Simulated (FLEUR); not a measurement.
Co: equation of state with AM05

Crystal: Co.

```
Co
1.0
     2.47200    0.00000    0.00000
    -1.23600    2.14081    0.00000
     0.00000    0.00000    4.02114
Co
2
Direct
  0.66667 0.33333 0.75000
  0.33333 0.66667 0.25000
```

```json
{
  "Program": "FLEUR MaX-R8.1 (later development tree)",
  "Task": "equation of state",
  "Functional": "AM05",
  "Potentials or basis": "all-electron",
  "Basis": "FLAPW",
  "Kmax": "4.69 1/bohr",
  "k mesh": "12 × 12 × 7",
  "Occupations": "fermi-dirac, width 0.05 eV",
  "Spin": "collinear spin, program default start",
  "Gmax": "14.5 1/bohr",
  "Muffin-tin radii": "Co 2.09 bohr",
  "lmax": "Co 9",
  "Local orbitals a species": "Co 5"
}
```

```
Equilibrium volume                        : 10.32 Å³/atom
Bulk modulus at fixed shape and positions : 233 GPa
Pressure derivative of the bulk modulus   : 4.3 (rough: it moves with the points fitted)
```

Energy against volume, from the lowest point:
```tsv
volume (Å³/atom)	energy (meV/atom)
10.002	6.64
10.215	0.00
10.640	6.22
11.066	34.20
11.279	54.96
```

Caveat: the cell was scaled at fixed shape and fractional positions, which overstates the stiffness of a crystal with free parameters, most of all of layers and chains.
